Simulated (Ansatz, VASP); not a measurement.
One calculation of Zr, two programs

INCAR

```
  ALGO = Normal
  EDIFF = 1E-7
  ENCUT = 520
  GGA = PS
  ISIF = 2
  ISMEAR = -1
  LASPH = True
  LCHARG = False
  LREAL = False
  LWAVE = False
  NBANDS = 19
  NELM = 80
  PREC = Accurate
  SIGMA = 0.05
```

KPOINTS

```
k-points
0
Gamma
  9 9 5
```

The input POSCAR:

```
Zr
1.0
    3.2953886421      0.0000000000      0.0000000000
   -1.6476943210      2.8538902793      0.0000000000
    0.0000000000      0.0000000000      5.2479471970
Zr
2
Direct
    0.6666666667      0.3333333333      0.7500000000
    0.3333333333      0.6666666667      0.2500000000
```

The input input.yaml:

```yaml
crystal:
  lattice:
    - [3.2953886421, 0.0, 0.0]
    - [-1.647694321, 2.8538902793, 0.0]
    - [0.0, 0.0, 5.247947197]
  atoms:
    - { symbol: Zr, position: [0.6666666667, 0.3333333333, 0.75] }
    - { symbol: Zr, position: [0.3333333333, 0.6666666667, 0.25] }
hamiltonian:
  xc: pbesol
  pseudopotentials: { kind: paw }
kpoints:
  mp_grid: { grid: [9, 9, 5] }
scf:
  occupations: { method: fermi_dirac, width: 0.05 }
output:
  forces: true
  stress: true
  eigenvalues: true
```

Change from the starting cell: volume scaled by 1.06.

Alike in both runs: task single point; functional PBEsol; k mesh 9 × 9 × 5; occupations fermi-dirac, width 0.05 eV; no spin polarisation.

```csv
,VASP,Ansatz
version,VASP 6.6.1,Ansatz 0.2.0
potentials or method,"VASP PAW PBE potentials, release 64 (Zr_sv)",Ansatz PAW
plane-wave cutoff (eV),520,420
valence electrons in the cell,24,24
```

|  | VASP | Ansatz | Ansatz less VASP |
| --- | --- | --- | --- |
| gap on the k mesh at the Fermi level (eV) | none | none | - |
| pressure (GPa) | -7.9 | -8.0 | -0.04 |
| largest component of the traceless stress (GPa) | 0.24 | 0.24 | -0.001 |

A gap of «none» marks a metal or a gap that the smearing closes. The functional is the same, so the differences come from potentials, cutoffs and numerics.

Caveats: the PAW data sets were made with another functional, which shifts forces and pressure a little (VASP); the PAW data sets come from PBE, with cores solved anew for the run's functional, which leaves a small shift of forces and pressure (Ansatz).
